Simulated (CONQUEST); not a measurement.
# SnTe: density of states with BLYP

SnTe:

```
Te Sn
1.0
     4.45597    0.00000    0.00000
     0.00000    4.45597    0.00000
     0.00000    0.00000    6.30170
Te Sn
2 2
Direct
  0.00000 0.00000 0.50000
  0.50000 0.50000 0.00000
  0.00000 0.00000 0.00000
  0.50000 0.50000 0.50000
```

```json
{
  "Program": "CONQUEST 1.3",
  "Task": "density of states",
  "Functional": "BLYP",
  "Potentials or basis": "PseudoDojo NC PBE, DZP, grid cutoff 120 Ha",
  "k mesh": "5 × 5 × 4",
  "Occupations": "fermi-dirac, width 0.05 eV",
  "Spin": "no spin polarisation",
  "Solver": "diagonalisation",
  "SCF tolerance": "1e-06"
}
```

```
Mulliken charges : Te -0.37; Sn +0.37 e
```

States per cell in windows of 1 eV (zero at the Fermi level; states under -8 eV left out):
```tsv
from (eV)	total	Te_p	Sn_p	Sn_d	Te_d	Sn_s	Te_s
-8.0	2.54	0.45	0.03	0.01	0.08	1.83	0.14
-7.0	0.59	0.09	0.01	0.00	0.01	0.39	0.09
-6.0	0.49	0.27	0.12	0.00	0.00	0.07	0.02
-5.0	1.92	1.17	0.59	0.04	0.05	0.06	0.01
-4.0	2.91	1.86	0.85	0.08	0.06	0.04	0.01
-3.0	3.35	2.19	0.78	0.15	0.09	0.12	0.01
-2.0	2.60	1.73	0.40	0.16	0.07	0.21	0.02
-1.0	0.85	0.54	0.11	0.05	0.03	0.12	0.00
0.0	1.75	0.09	1.36	0.01	0.25	0.01	0.01
1.0	2.38	0.45	1.56	0.06	0.27	0.04	0.00
2.0	2.46	0.58	1.39	0.17	0.29	0.03	0.01
3.0	3.10	0.79	1.47	0.36	0.47	0.02	0.01
4.0	3.24	0.69	1.26	0.69	0.59	0.02	0.01
5.0	1.92	0.27	0.60	0.62	0.42	0.00	0.00
6.0	1.42	0.04	0.16	0.72	0.50	0.00	0.00
7.0	1.68	0.02	0.12	0.89	0.64	0.00	0.00
```

It took 54 s on 1 thread of Intel(R) Xeon(R) Platinum 8259CL CPU @ 2.50GHz (Skylake/Cascade Lake), on a shared host, peak memory 0.69 GiB.

Caveat: Mulliken charges move with the basis; this odd mesh misses L, where the gap lies, so gap, dielectric constants and Born charges aren't listed; the basis of atomic orbitals isn't converged, which shifts pressures, moduli and gaps. The run has no spin-orbit coupling, so splittings on Te are missing.
